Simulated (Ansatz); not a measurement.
**Property card of a GaP sheet**

It was reached by relaxing an invented guess, and it needn't be the stable form of this composition.

Level of theory: Ansatz 0.2.0, DFT PBE, scalar-relativistic, plane waves, PAW. Plane waves to 420 eV, a k mesh through Γ of 12×12×1 on the computed 4-atom cell and Gaussian smearing (0.02 eV); no spin polarisation.

Only a and b repeat, and vacuum parts the sheet from its images along c.

```xyz
4
Lattice="3.8967 0.0000 0.0000 -1.9484 3.3747 0.0000 0.0000 0.0000 35.5495" Properties=species:S:1:pos:R:3 pbc="T T F"
Ga    0.0000    2.2498    6.9465
Ga    0.0000    2.2498   12.0535
P     0.0000    0.0000    6.5599
P     0.0000    0.0000   12.4401
```

The zero of energy is the elements' standard structures at the same level; no fitted shifts are applied. The references include black phosphorus.

For GaP, the layer group is p-6m2 (No. 78), the in-plane cell is a = 3.897 Å, b = 3.897 Å, γ = 120.0° and the area per atom is 3.29 Å². The thickness between the outermost nuclei is 5.88 Å. The formation energy is +0.001 eV/atom, the band gap over mesh and path is 1.58 eV and the löwdin character of the top 1 eV of the valence band is P 3p 78 %, Ga 4p 18 %. The löwdin character of the lowest 1 eV of the conduction band is Ga 4p 47 %, P 3p 24 %, Ga 4s 18 %, unprojected 5 % and the bader charges (e) is Ga1 0.79, Ga2 0.79, P3 -0.79, P4 -0.79.

Levels along Γ–M–K–Γ, in eV from a zero inside the gap, sorted by energy at each point. Points in fractions of the primitive reciprocal vectors: Γ (0.000 0.000 0.000), M (0.500 0.000 0.000), K (0.333 0.333 0.000).
| point | k (1/Å, with 2π) | band 15 | band 16 | band 17 | band 18 | band 19 | band 20 | band 21 |
| --- | --- | --- | --- | --- | --- | --- | --- | --- |
| Γ | 0.000 | -1.30 | -1.30 | -1.29 | -1.29 | 0.79 | 0.85 | 2.72 |
| - | 0.466 | -2.42 | -2.22 | -2.14 | -2.14 | 1.87 | 1.96 | 2.76 |
| M | 0.931 | -2.74 | -2.74 | -1.32 | -1.19 | 1.09 | 1.31 | 1.71 |
| - | 1.200 | -3.72 | -3.71 | -1.12 | -1.01 | 1.22 | 1.64 | 3.20 |
| K | 1.468 | -4.42 | -4.41 | -0.87 | -0.79 | 1.14 | 1.57 | 4.61 |
| - | 2.006 | -2.78 | -2.77 | -2.21 | -2.02 | 2.33 | 2.82 | 3.51 |
| Γ | 2.543 | -1.30 | -1.30 | -1.29 | -1.29 | 0.79 | 0.85 | 2.72 |

The last run used a 12×12×1 mesh for its 4-atom cell and Gaussian smearing of 0.02 eV. Kohn–Sham gaps at this level usually fall short of measured ones. The reference form of P is held partly by dispersion forces, which this level lacks.
